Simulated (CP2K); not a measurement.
Al under changes of volume

One of the cells (16.603 Å³/atom); the others are scaled copies at fixed shape and fractional positions:

```
Al
1.0
     2.86351    0.00000    0.00000
     1.43175    2.47987    0.00000
     1.43175    0.82662    2.33804
Al
1
Direct
  0.00000 0.00000 0.00000
```

- Program: CP2K 2026.2
- Functional: LDA
- Potentials or basis: GTH_POTENTIALS Al GTH-PADE-q3; TZVP-MOLOPT-PBE-GTH basis
- Density cutoff: 6123 eV
- k mesh: 11 × 11 × 11
- Occupations: fermi-dirac, width 0.1 eV
- Spin: no spin polarisation

| volume (Å³/atom) | energy over the lowest point (meV/atom) | pressure (GPa) |
| --- | --- | --- |
| 15.607 | 0.00 | 0.4 |
| 15.939 | ? | ? |
| 16.271 | 5.30 | -2.9 |
| 16.603 | 12.77 | -4.3 |
| 16.935 | 22.97 | -5.5 |
| 17.267 | 35.60 | -6.6 |
| 17.599 | 50.38 | -7.5 |

**Question.** What does the run at 15.939 Å³/atom give?

**Answer.** Energy over the lowest point 0.89 meV/atom; pressure -1.3 GPa.

Worked out: A Birch-Murnaghan fit of order 3 (a polynomial in V^(-2/3)) to the other rows has its minimum at 15.69 Å³/atom with B0 = V·E''(V) = 87 GPa and B' = 4.7. It gives 0.91 meV/atom at 15.939 Å³/atom, against the run's 0.89, and -dE/dV = -1.3 GPa, against -1.3.

Energies are extrapolated to zero smearing.

Caveats: the basis of atomic orbitals isn't converged, which shifts pressures, moduli and gaps.
